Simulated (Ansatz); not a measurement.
Cu Kα1 powder pattern (kinematic, no thermal factors).
```
2θ (°)  relative intensity  assignment
 24.38                   8       2 0 0
 29.97                 100       2 1 1
 42.90                   5       2 2 2
 46.53                  28       3 2 1
 49.96                   5       4 0 0
 56.35                   1       4 2 0
 59.36                   8       3 3 2
 65.14                   4       4 3 1
 70.66                   7       5 1 2
 73.34                  10       4 4 0
 78.61                   1       6 0 0
 81.20                  13       5 3 2
 86.34                   1       5 4 1
```

The pattern is computed from a structure relaxed with DFT PBE, scalar-relativistic, plane waves, PAW (Ansatz). No spin polarisation. Its elements are Be, H.

**Question.** Give the structure.

**Answer.** BeH$_{2}$.
Space group Ia-3 (No. 206). a = 7.296 Å, b = 7.296 Å, c = 7.296 Å, α = 90.00°, β = 90.00°, γ = 90.00°
```tsv
atom	site	symmetry	x	y	z
Be	16c	.3.	0.1098	0.1098	0.1098
H	24d	2..	0.0000	0.2500	0.1950
H	8a	.-3.	0.0000	0.0000	0.0000
```

A pattern alone doesn't exclude other cells with like lines; this is the one computed.

Another cell of BeH2 relaxed alike, in I-43m, lies 25 meV/atom lower, so this cell isn't the stable form at this level.

It was reached by relaxing an invented guess, and it needn't be the stable form of this composition.
